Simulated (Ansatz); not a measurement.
In₂O₃ built on the corundum prototype, relaxed with r2SCAN in the plane-wave code Ansatz. It is trigonal, R-3c (No. 167); a = 5.508 Å, c = 14.563 Å in the conventional setting, 12.75 Å³ an atom. Around In lie 6 O at 2.13–2.26 Å; around O lie 4 In at 2.13–2.26 Å.

The axes x, y and z are those of this cell:
```xyz
10
Lattice="2.7538 1.5899 4.8543 -2.7538 1.5899 4.8543 0.0000 -3.1798 4.8543" Properties=species:S:1:pos:R:3 pbc="T T T"
In    0.0000    0.0000   12.4811
In    0.0000    0.0000    5.1996
In    0.0000    0.0000    2.0819
In    0.0000    0.0000    9.3634
O     1.1202   -1.5899    6.0679
O    -1.9370   -0.1751    6.0679
O    -1.1202    1.5899    8.4951
O    -0.8168   -1.7651    8.4951
O     1.9370    0.1751    8.4951
O     0.8168    1.7651    6.0679
```

Unstrained: PBE gives an indirect gap of 1.221 eV, from k = (0, 0.193, -0.198) to Γ; the least direct gap is 1.271 eV at Γ. The r2SCAN gap is indirect, 1.798 eV (k = (0, 0.193, -0.198) to Γ), below the direct gap of 1.836 eV at Γ. The HSE06 gap is indirect, 2.729 eV (k = (0, 0.193, -0.198) to Γ), below the direct gap of 2.740 eV at Γ. Least and direct gap differ so little that the kind isn't settled. Meshes: PBE 6×6×6, r2SCAN 6×6×6, HSE06 4×4×4. Strains are changes of length per length. After each strain the atoms were relaxed again with r2SCAN within the symmetry that the strain leaves, so tilts or polar shifts that break it weren't tested; points keep the names that they have in the unstrained zone. Calculated for a static, non-magnetic cell.

(1) For epitaxial -3.0 % in the xy plane, how far does the free direction move, and what happens to the gap?

(2) For epitaxial -1.0 % in the xy plane, how far does the free direction move, and what happens to the gap?

(3) Apply epitaxial +3.0 % in the xy plane, free normal strain -2.98 %. How far does the gap move, against the unstrained cell?

(4) Apply epitaxial +2.0 % in the xy plane, free normal strain -2.00 %. How far does the gap move, against the unstrained cell?

(5) Apply epitaxial +1.0 % in the xy plane, free normal strain -1.03 %. How far does the gap move, against the unstrained cell?

(6) Estimate what epitaxial -2.0 % in the xy plane, free normal strain +2.17 % does to the gap.

(7) Order the strained cells by their HSE06 gap, smallest first.
A. epitaxial +3.0 % in the xy plane
B. epitaxial -1.0 % in the xy plane
C. epitaxial +2.0 % in the xy plane
D. epitaxial -3.0 % in the xy plane
E. epitaxial +1.0 % in the xy plane
F. epitaxial -2.0 % in the xy plane

## Answers

(1) The normal strain at zero normal stress is +3.30 %, 1.10 of the in-plane strain with the sign turned. PBE: the gap goes from 1.221 to 1.362 eV (+0.141 eV); it turns from indirect ((0, 0.193, -0.198) → Γ) to direct (Γ). r2SCAN: the gap goes from 1.798 to 1.939 eV (+0.141 eV); it turns from indirect ((0, 0.193, -0.198) → Γ) to direct (Γ); least and direct gap lie within 0.04 eV, so its kind isn't settled. HSE06: the gap goes from 2.729 to 2.869 eV (+0.140 eV); it turns from indirect ((0, 0.193, -0.198) → Γ) to direct (Γ); least and direct gap lie within 0.04 eV, so its kind isn't settled.

(2) The normal strain at zero normal stress is +1.07 %, 1.07 of the in-plane strain with the sign turned. PBE: the gap goes from 1.221 to 1.304 eV (+0.083 eV); the edges go from (0, 0.193, -0.198) → Γ to Γ–S₀ (0.51) → Γ. r2SCAN: the gap goes from 1.798 to 1.883 eV (+0.085 eV); it turns from indirect ((0, 0.193, -0.198) → Γ) to direct (Γ); least and direct gap lie within 0.04 eV, so its kind isn't settled. HSE06: the gap goes from 2.729 to 2.796 eV (+0.067 eV); it turns from indirect ((0, 0.193, -0.198) → Γ) to direct (Γ); least and direct gap lie within 0.04 eV, so its kind isn't settled.

(3) PBE: the gap goes from 1.221 to 0.860 eV (-0.361 eV); the edges go from (0, 0.193, -0.198) → Γ to (-0.021, -0.021, 0.260) → Γ. r2SCAN: the gap goes from 1.798 to 1.420 eV (-0.378 eV); the edges go from (0, 0.193, -0.198) → Γ to (-0.021, -0.021, 0.260) → Γ. HSE06: the gap goes from 2.729 to 2.333 eV (-0.396 eV); the edges go from (0, 0.193, -0.198) → Γ to (-0.021, -0.021, 0.260) → Γ. The r2SCAN energy rises by 22.9 meV an atom.

(4) PBE: the gap goes from 1.221 to 0.991 eV (-0.230 eV); the edges go from (0, 0.193, -0.198) → Γ to (-0.010, -0.010, 0.281) → Γ. r2SCAN: the gap goes from 1.798 to 1.558 eV (-0.240 eV); the edges go from (0, 0.193, -0.198) → Γ to (-0.010, -0.010, 0.281) → Γ. HSE06: the gap goes from 2.729 to 2.481 eV (-0.248 eV); the edges go from (0, 0.193, -0.198) → Γ to (-0.010, -0.010, 0.281) → Γ. The r2SCAN energy rises by 10.3 meV an atom.

(5) PBE: the gap goes from 1.221 to 1.112 eV (-0.109 eV); the edges go from (0, 0.193, -0.198) → Γ to (0.010, 0.010, 0.302) → Γ. r2SCAN: the gap goes from 1.798 to 1.685 eV (-0.113 eV); the edges go from (0, 0.193, -0.198) → Γ to (0.010, 0.010, 0.302) → Γ. HSE06: the gap goes from 2.729 to 2.618 eV (-0.111 eV); the edges go from (0, 0.193, -0.198) → Γ to (0.010, 0.010, 0.302) → Γ. The r2SCAN energy rises by 2.6 meV an atom.

(6) PBE: the gap goes from 1.221 to 1.344 eV (+0.123 eV); it turns from indirect ((0, 0.193, -0.198) → Γ) to direct (Γ). r2SCAN: the gap goes from 1.798 to 1.917 eV (+0.119 eV); it turns from indirect ((0, 0.193, -0.198) → Γ) to direct (Γ); least and direct gap lie within 0.04 eV, so its kind isn't settled. HSE06: the gap goes from 2.729 to 2.839 eV (+0.110 eV); it turns from indirect ((0, 0.193, -0.198) → Γ) to direct (Γ); least and direct gap lie within 0.04 eV, so its kind isn't settled. The r2SCAN energy rises by 10.8 meV an atom.

(7) A (2.33 eV), C (2.48 eV), E (2.62 eV), B (2.80 eV), F (2.84 eV), D (2.87 eV).

Spin-orbit coupling is left out, which matters wherever the heavy atoms make up the band edges.

Where an edge lies off the special points, it is a point of the mesh or the k point where a search put PBE's edge or least direct gap, reused for the other functionals, whose own edges may lie a little apart.

Coordinates of k points refer to the reciprocal vectors of the primitive cell of the runs.

The meshes of the hybrids are coarse, so their gaps aren't converged to the digits shown.
